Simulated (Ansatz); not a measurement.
Space group R3m:H (No. 160). a = 5.726 Å, b = 5.726 Å, c = 7.070 Å, α = 90.00°, β = 90.00°, γ = 120.00°
| atom | site | symmetry | x | y | z |
| --- | --- | --- | --- | --- | --- |
| Ba | 3a | 3m | 0.3333 | 0.6667 | 0.6613 |
| Ti | 3a | 3m | 0.3333 | 0.6667 | 0.1470 |
| O | 9b | .m | 0.4965 | 0.9929 | 0.0147 |

Equation of state of this BaTiO3 structure (not necessarily the ground state), with shape and atoms relaxed at each volume where symmetry leaves them free. Theory: DFT PBE, scalar-relativistic, plane waves, PAW (Ansatz).

Plane waves to 420 eV, a k mesh through Γ of 6×6×6 on the computed 5-atom cell and Gaussian smearing (0.02 eV); no spin polarisation.

| V (Å³/atom) | E − E(largest V) (meV/atom) | P (GPa) | gap on mesh (eV) |
| --- | --- | --- | --- |
| 11.778 | 51.23 | 19.81 | 1.99 |
| 12.180 | 11.16 | 12.61 | 2.05 |
| 12.581 | -13.52 | 7.33 | 2.25 |
| 12.983 | -26.51 | 3.22 | 2.44 |
| 13.384 | -30.41 | 0.01 | 2.63 |
| 13.786 | -27.15 | -2.51 | 2.80 |
| 14.187 | -18.34 | -4.47 | 2.93 |
| 14.722 | 0.00 | -6.38 | 3.05 |

Fit a third-order Birch–Murnaghan equation to E(V).

V0 = 13.38 Å³/atom, B0 = 95 GPa, B0' = 7.5.

Spin-orbit coupling is left out, which matters for the bands of heavy elements.

The gaps are read on the mesh, which can miss the band edges, so they can be too wide.

Cost: 8 runs of about 6.9 core-minutes in all, on Arm Neoverse V1 (shared hosts).